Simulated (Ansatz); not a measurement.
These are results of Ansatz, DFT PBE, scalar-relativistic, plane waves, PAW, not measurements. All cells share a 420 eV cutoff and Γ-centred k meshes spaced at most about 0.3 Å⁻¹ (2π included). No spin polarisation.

All energies are static (0 K, no zero-point motion).

Problem. Order these relaxed structures of AgCl by energy, lowest first, with the energy over the lowest of them.
A.

Space group P6_3/mmc (No. 194). a = 4.515 Å, b = 4.515 Å, c = 5.975 Å, α = 90.00°, β = 90.00°, γ = 120.00°
| atom | site | symmetry | x | y | z |
| --- | --- | --- | --- | --- | --- |
| Ag | 2d | -6m2 | 0.3333 | 0.6667 | 0.7500 |
| Cl | 2c | -6m2 | 0.6667 | 0.3333 | 0.7500 |

B.

Space group Fm-3m (No. 225). a = 5.612 Å, b = 5.612 Å, c = 5.612 Å, α = 90.00°, β = 90.00°, γ = 90.00°
```tsv
atom	site	symmetry	x	y	z
Ag	4a	m-3m	0.0000	0.0000	0.0000
Cl	4b	m-3m	0.5000	0.0000	0.0000
```

Solution. A (0 meV/atom), B (14 meV/atom). Forms: A P6_3/mmc; B rock salt type, Fm-3m. Counting Cl atoms around Ag (those within 1.25 times the shortest such distance or 1.15 times the sum of covalent radii; a plus sign parts nearer from farther groups): A has Ag 3+2; B has Ag 6. Origin: A, invented, then shaken at random and relaxed again; B, reached from a cell as deposited in COD, among other starts. The lowest form computed isn't among them: it has the zinc blende type, space group F-43m (No. 216), 27.8 Å³/atom and lies 11 meV/atom below the best shown.

Cells relaxed within their symmetry can be saddle points. Some structure types and database cells were kept out of the candidates from the start, so a known form may be missing.
